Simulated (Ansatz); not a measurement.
# Sb (Fm-3m) in Ansatz: equation of state

How stiff is Sb in PBEsol, and what volume does it want? The cell is scaled to several volumes.

Everything below comes from runs of Ansatz 0.2.0. Logs are shortened: lines on timing, memory, paths and dates and some standing lists are left out, and cuts for length are marked.

### Step 1. The crystal as given

The structure is cubic, space group Fm-3m (No. 225). Conventional cell: a = 4.742 Å, b = 4.742 Å, c = 4.742 Å, α = 90.00°, β = 90.00°, γ = 90.00°. Sb (site symmetry m-3m) is surrounded by 12 Sb at 3.35 Å.

This isn't the form of Sb at room conditions, which is rhombohedral.

### Step 2. Single point, PBEsol, 25.07 Å³/atom (volume scaled by 0.94)

input.yaml

```yaml
crystal:
  lattice:
    - [0.0, 2.3228362346, 2.3228362346]
    - [2.3228362346, 0.0, 2.3228362346]
    - [2.3228362346, 2.3228362346, 0.0]
  atoms:
    - { symbol: Sb, position: [0.0, 0.0, 0.0] }
hamiltonian:
  xc: pbesol
  pseudopotentials: { kind: paw }
kpoints:
  mp_grid: { grid: [10, 10, 10] }
scf:
  occupations: { method: fermi_dirac, width: 0.05 }
output:
  forces: true
  stress: true
  eigenvalues: true
```

Potentials or basis: Ansatz PAW.

The run is started by

```
$ ansatz run input.yaml --threads 2 --pin off --max-ram 5632MiB --backend cpu --events-out ev --progress --plain --runs-dir out
```

The log of the run:

```text
Warning: RAYON_NUM_THREADS=2 ignored (pool sized by the plan → 2); use --threads N
Engine: ansatz 0.2.0, aarch64-unknown-linux-gnu
Pseudopotentials: kind: paw
Pseudopotential: Sb, paw, valence charge 15, recommended cutoff 420 eV (normal), Sb.paw.azcp
Functional definition: PBEsol
  exchange = pbesol_x
  correlation = pbesol_c
Crystal: 1 atoms, lattice volume = 25.066 Å³
Basis set: ecut = 420 eV, 531 PW (Γ), exchange–correlation on 48×48×48 points (8 copies of the dense FFT grid, shifted against one another)
Bands: 12, of which v1, the nominal top of the filled ones, is band 8 counted from 1 (7 counted from 0)
Symmetry: 48 space group operations
Space group: Fm-3m (ITA 225), of the structure as read, at distance tolerance 2.9e-5 Å
k-points: 47 of 1000
Non-local potential: Sb, projectors of the file, l = 0: 2, l = 1: 2, l = 2: 2, l = 3: 2
PAW form: soft (Blöchl's): semilocal exchange-correlation on the pseudo side does not see the compensation charge
PAW frozen core: Sb, regenerated for the run's functional, and the local potential with it (the file was generated under x = pbe(κ = 0.804, μ = 0.2195149727645171), c = pbe(β = 0.06672455060314922))
PAW one-centre angular grid: Sb, 590 points (default); XC on 64 Gauss nodes
Initial density: superposition of atomic densities (neutral atoms: chi_scale 0, normalization atom), corrected by the library's trained network
Initial wavefunctions: pseudopotential atomic-orbital guess
Functional: x = pbesol(κ = 0.804, μ = 0.12345679012345678), c = pbesol(β = 0.046)
SCF iter   1: F=—  HF=-6407.811266 eV  |F-HF|=—  |Δ(HF+E_count)|=         —  Δρ=2.67e-3  dr2=1.09e-3  ethr=1.77e-3  ⟨swp⟩=5.8  Hψ=3330  notcnv=0
preconditioner: auto → none  [metal: Δε(μ)=0.099 eV  Ē_g=13.042 eV  σ=0.050 eV  W_gap=0.38  n_scr=8 (ndim 8)  ℏωp=16.6 eV  f_vac=0.000  D(μ)=0.79/eV (n_scr^D=8)  sad-step TF]
SCF iter   2: F=—  HF=-6407.810287 eV  |F-HF|=—  |Δ(HF+E_count)|=   9.79e-4  Δρ=1.59e-3  dr2=5.06e-4  ethr=7.26e-6  ⟨swp⟩=1.9  Hψ=1000  notcnv=0
SCF iter   3: F=—  HF=-6407.810171 eV  |F-HF|=—  |Δ(HF+E_count)|=   1.16e-4  Δρ=5.85e-4  dr2=7.15e-5  ethr=3.38e-6  ⟨swp⟩=2.0  Hψ=887  notcnv=0  defer=2
SCF iter   4: F=—  HF=-6407.810111 eV  |F-HF|=—  |Δ(HF+E_count)|=   5.93e-5  Δρ=3.21e-5  dr2=1.79e-7  ethr=4.77e-7  ⟨swp⟩=2.0  Hψ=887  notcnv=0  defer=1
iter 5 did not close the SCF: its close was put off for the readings that it lacked (scf_convergence_deferred on its scf_iter line)
SCF iter   5: F=-6407.810112 eV  HF=-6407.810112 eV  |F-HF|=5.12e-9  |Δ(HF+E_count)|=   4.00e-8  Δρ=7.52e-6  dr2=1.18e-8  ethr=1.19e-9  ⟨swp⟩=2.3  Hψ=726  notcnv=0  defer=1
SCF iter   6: F=-6407.810112 eV  HF=-6407.810112 eV  |F-HF|=1.41e-9  |Δ(HF+E_count)|=   6.57e-9  Δρ=2.46e-6  dr2=1.65e-9  ethr=7.88e-11  ⟨swp⟩=3.7  Hψ=2491  notcnv=0
SCF 1 converged in 6 iterations: F = -6407.810112 eV  dr2 = 1.65e-9
SCF converged after 6 iterations
Free energy (F): -6407.810112 eV
Harris-Foulkes:  -6407.810112 eV  (|F-HF|=1.41e-9)
Internal energy: -6407.803756 eV  (E = F + TS)
E sigma→0 (E₀):  -6407.806934 eV
Entropy (-TS):   -0.006356 eV (-6.356 meV/atom)
Fermi energy:    12.682107 eV
--- Per-component energies (eV) ---
  E_band       = -129.164523
  E_kinetic    = 208.165663
  E_local      = -1377.299898  (includes V_loc(G=0)·N_el)
  E_nonlocal   = 363.584093
  E_hartree    = 633.259192
  E_xc         = -138.239888
  E_vxc        = -97.569188  (∫ρ·V_xc dr)
  E_paw        = -4498.849426  (= ΣΔE_a)
  E_vpaw       = -492.565513  (= ΣTr[D̂ρ^β])
  E_aug_tail   = -0.000002  (compensation charges beyond the density's cutoff)
  E_ewald      = -1598.755347
  E_core_change = 0.331857  (= ΣΔE_core)
  E_smearing   = -0.006356  (= −TS)
  E_closure    = 0.000000  (closes the sum)
  Σ components = -6407.810112   (vs F -6407.810112, Δ=0.00e0)
--- Forces (eV/Å), atoms counted from 1 ---
  atom   1  Sb    -0.00000000     0.00000000     0.00000000
  max |Σ_I F_I| component: 2.38e-31 eV/Å
--- Stress (GPa, compression-positive) ---
        2.921697       0.000000       0.000000
        0.000000       2.921697       0.000000
        0.000000       0.000000       2.921697
  P = ⅓ Tr σ = 2.9217 GPa (29.217 kbar)
--- Band table (eV; the first three rows and the last of 47) ---
  k-point 0: bands = ["-16.5580", "-16.5580", "-16.5580", "-16.5074", "-16.5074", "-0.8084", "18.5609", "18.5609", "18.5609", "22.8738", "23.5392", "23.5392"]
  k-point 1: bands = ["-16.5568", "-16.5528", "-16.5528", "-16.5071", "-16.5071", "-0.5964", "16.6891", "18.2785", "18.2785", "21.9093", "24.0294", "24.0294"]
  k-point 2: bands = ["-16.5541", "-16.5448", "-16.5448", "-16.5005", "-16.5005", "0.0367", "13.4945", "17.7026", "17.7026", "21.4613", "24.3767", "24.3767"]
  k-point 46: bands = ["-16.5532", "-16.5438", "-16.5015", "-16.4817", "-16.4425", "5.4452", "8.6215", "10.0745", "11.1500", "21.6244", "22.2771", "26.0374"]
```

Run time: 0.56 s. Hardware: 2 threads of Arm Neoverse V2, shared host; peak memory 0.27 GiB.

Results:

* Free energy: -6407.8101 eV
* Pressure: 2.9 GPa
* Band gap on the k mesh: none (metal or under the smearing width)

Caveat: the PAW data sets come from PBE, with cores solved anew for the run's functional, which leaves a small shift of forces and pressure.

### Step 3. Single point, PBEsol, 25.60 Å³/atom (volume scaled by 0.96)

input.yaml, as its differences from that of step 2:

```diff
@@ -2,5 +2,5 @@
   lattice:
-    - [0.0, 2.3228362346, 2.3228362346]
-    - [2.3228362346, 0.0, 2.3228362346]
-    - [2.3228362346, 2.3228362346, 0.0]
+    - [0.0, 2.3391947752, 2.3391947752]
+    - [2.3391947752, 0.0, 2.3391947752]
+    - [2.3391947752, 2.3391947752, 0.0]
   atoms:
```

Potentials or basis: Ansatz PAW.

The run is started by

```
$ ansatz run input.yaml --threads 2 --pin off --max-ram 5632MiB --backend cpu --events-out ev --progress --plain --runs-dir out
```

It took 0.55 s on 2 threads of Arm Neoverse V2, shared host; peak memory 0.27 GiB.

Results (log left out):

```
Free energy            : -6407.8172 eV
Pressure               : 1.4 GPa
Band gap on the k mesh : none (metal or under the smearing width)
```

Caveat: the PAW data sets come from PBE, with cores solved anew for the run's functional, which leaves a small shift of forces and pressure.

### Step 4. Single point, PBEsol, 26.13 Å³/atom (volume scaled by 0.98)

input.yaml, as its differences from that of step 3:

```diff
@@ -2,5 +2,5 @@
   lattice:
-    - [0.0, 2.3391947752, 2.3391947752]
-    - [2.3391947752, 0.0, 2.3391947752]
-    - [2.3391947752, 2.3391947752, 0.0]
+    - [0.0, 2.3553276627, 2.3553276627]
+    - [2.3553276627, 0.0, 2.3553276627]
+    - [2.3553276627, 2.3553276627, 0.0]
   atoms:
```

The run is started by

```
$ ansatz run input.yaml --threads 2 --pin off --max-ram 5632MiB --backend cpu --events-out ev --progress --plain --runs-dir out
```

It took 0.54 s on 2 threads of Arm Neoverse V2, shared host; peak memory 0.27 GiB.

Results (log left out):

| Item | Value |
| --- | --- |
| Free energy | -6407.8195 eV |
| Pressure | 0.0 GPa |
| Band gap on the k mesh | none (metal or under the smearing width) |

Caveat: the PAW data sets come from PBE, with cores solved anew for the run's functional, which leaves a small shift of forces and pressure.

### Step 5. Single point, PBEsol, 26.67 Å³/atom

input.yaml

```yaml
crystal:
  lattice:
    - [0.0, 2.3712425216, 2.3712425216]
    - [2.3712425216, 0.0, 2.3712425216]
    - [2.3712425216, 2.3712425216, 0.0]
  atoms:
    - { symbol: Sb, position: [0.0, 0.0, 0.0] }
hamiltonian:
  xc: pbesol
  pseudopotentials: { kind: paw }
kpoints:
  mp_grid: { grid: [10, 10, 10] }
scf:
  occupations: { method: fermi_dirac, width: 0.05 }
output:
  forces: true
  stress: true
  eigenvalues: true
  write_density: true
  write_potential: true
  elf: true
  volumetric_format: npy
```

The run is started by

```
$ ansatz run input.yaml --threads 2 --pin off --max-ram 5632MiB --backend cpu --events-out ev --progress --plain --runs-dir out
```

Wall time 0.7 s (2 threads of Arm Neoverse V2, shared host); peak memory 0.27 GiB.

The run converged. Its results:

```yaml
Free_energy: -6407.8175 eV
Pressure: -1.2 GPa
Band_gap_on_the_k_mesh: none (metal or under the smearing width)
```

Caveat: the PAW data sets come from PBE, with cores solved anew for the run's functional, which leaves a small shift of forces and pressure.

### Step 6. Single point, PBEsol, 27.20 Å³/atom (volume scaled by 1.02)

input.yaml

```yaml
crystal:
  lattice:
    - [0.0, 2.3869465721, 2.3869465721]
    - [2.3869465721, 0.0, 2.3869465721]
    - [2.3869465721, 2.3869465721, 0.0]
  atoms:
    - { symbol: Sb, position: [0.0, 0.0, 0.0] }
hamiltonian:
  xc: pbesol
  pseudopotentials: { kind: paw }
kpoints:
  mp_grid: { grid: [10, 10, 10] }
scf:
  occupations: { method: fermi_dirac, width: 0.05 }
output:
  forces: true
  stress: true
  eigenvalues: true
```

Potentials or basis: Ansatz PAW.

The run is started by

```
$ ansatz run input.yaml --threads 2 --pin off --max-ram 5632MiB --backend cpu --events-out ev --progress --plain --runs-dir out
```

It took 0.55 s on 2 threads of Arm Neoverse V2, shared host; peak memory 0.27 GiB.

It converged, with:

| Item | Value |
| --- | --- |
| Free energy | -6407.8116 eV |
| Pressure | -2.3 GPa |
| Band gap on the k mesh | none (metal or under the smearing width) |

Caveat: the PAW data sets come from PBE, with cores solved anew for the run's functional, which leaves a small shift of forces and pressure.

### Step 7. Single point, PBEsol, 27.73 Å³/atom (volume scaled by 1.04)

input.yaml, as its differences from that of step 6:

```diff
@@ -2,5 +2,5 @@
   lattice:
-    - [0.0, 2.3869465721, 2.3869465721]
-    - [2.3869465721, 0.0, 2.3869465721]
-    - [2.3869465721, 2.3869465721, 0.0]
+    - [0.0, 2.4024466595, 2.4024466595]
+    - [2.4024466595, 0.0, 2.4024466595]
+    - [2.4024466595, 2.4024466595, 0.0]
   atoms:
```

The run is started by

```
$ ansatz run input.yaml --threads 2 --pin off --max-ram 5632MiB --backend cpu --events-out ev --progress --plain --runs-dir out
```

It took 0.57 s on 2 threads of Arm Neoverse V2, shared host; peak memory 0.27 GiB.

The run converged. Its results:

- Free energy: -6407.8021 eV
- Pressure: -3.4 GPa
- Band gap on the k mesh: none (metal or under the smearing width)

Caveat: the PAW data sets come from PBE, with cores solved anew for the run's functional, which leaves a small shift of forces and pressure.

### Step 8. Single point, PBEsol, 28.27 Å³/atom (volume scaled by 1.06)

input.yaml, as its differences from that of step 7:

```diff
@@ -2,5 +2,5 @@
   lattice:
-    - [0.0, 2.4024466595, 2.4024466595]
-    - [2.4024466595, 0.0, 2.4024466595]
-    - [2.4024466595, 2.4024466595, 0.0]
+    - [0.0, 2.4177492801, 2.4177492801]
+    - [2.4177492801, 0.0, 2.4177492801]
+    - [2.4177492801, 2.4177492801, 0.0]
   atoms:
```

The run is started by

```
$ ansatz run input.yaml --threads 2 --pin off --max-ram 5632MiB --backend cpu --events-out ev --progress --plain --runs-dir out
```

Wall time 0.57 s (2 threads of Arm Neoverse V2, shared host); peak memory 0.27 GiB.

It converged, with:

```
Free energy            : -6407.7892 eV
Pressure               : -4.4 GPa
Band gap on the k mesh : none (metal or under the smearing width)
```

Caveat: the PAW data sets come from PBE, with cores solved anew for the run's functional, which leaves a small shift of forces and pressure.

### Step 9. Equation of state, PBEsol

Potentials or basis: Ansatz PAW.

No new run: the results of the series are fitted here.

What came out:

```
Equilibrium volume                      : 26.15 Å³/atom
Bulk modulus                            : 63 GPa
Pressure derivative of the bulk modulus : 3.3 (rough: it moves with the points fitted)
```

Energy against volume, from the lowest point:
```csv
volume (Å³/atom),energy (meV/atom)
25.066,9.41
25.599,2.31
26.133,0.00
26.666,1.99
27.199,7.89
27.733,17.45
28.266,30.37
```

The run has no spin-orbit coupling, so splittings on Sb are missing.
